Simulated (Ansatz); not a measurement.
NiSb (Breithauptite):

```
Sb Ni
1.0
     3.92800    0.00000    0.00000
    -1.96400    3.40175    0.00000
     0.00000    0.00000    5.12000
Sb Ni
2 2
Direct
  0.66667 0.33333 0.75000
  0.33333 0.66667 0.25000
  0.00000 0.00000 0.50000
  0.00000 0.00000 0.00000
```

Base run:

| Item | Value |
| --- | --- |
| Program | Ansatz 0.2.0 |
| Functional | LDA |
| Potentials or basis | all-electron LAPW, scalar-relativistic |
| Cutoff | 270 eV (chosen from the basis error) |
| Basis error allowed | 0.002 eV/atom |
| k mesh | 8 × 8 × 5 |
| Occupations | fermi-dirac, width 0.05 eV |
| Spin | collinear spin, ferromagnetic start |
| Starting moments | [0.0, 0.0, 1.0, 1.0] μB |

Its results: pressure -5.5 GPa; net moment 0.00 μB per cell.

Q: The run is repeated on the same cell with these changes: functional from LDA to PBEsol. What comes out?

A: Pressure -2.0 GPa; net moment 0.00 μB per cell.

PBEsol binds less tightly than LDA, so the same cell stands under more pressure.

Caveats: the starting moments weren't kept.
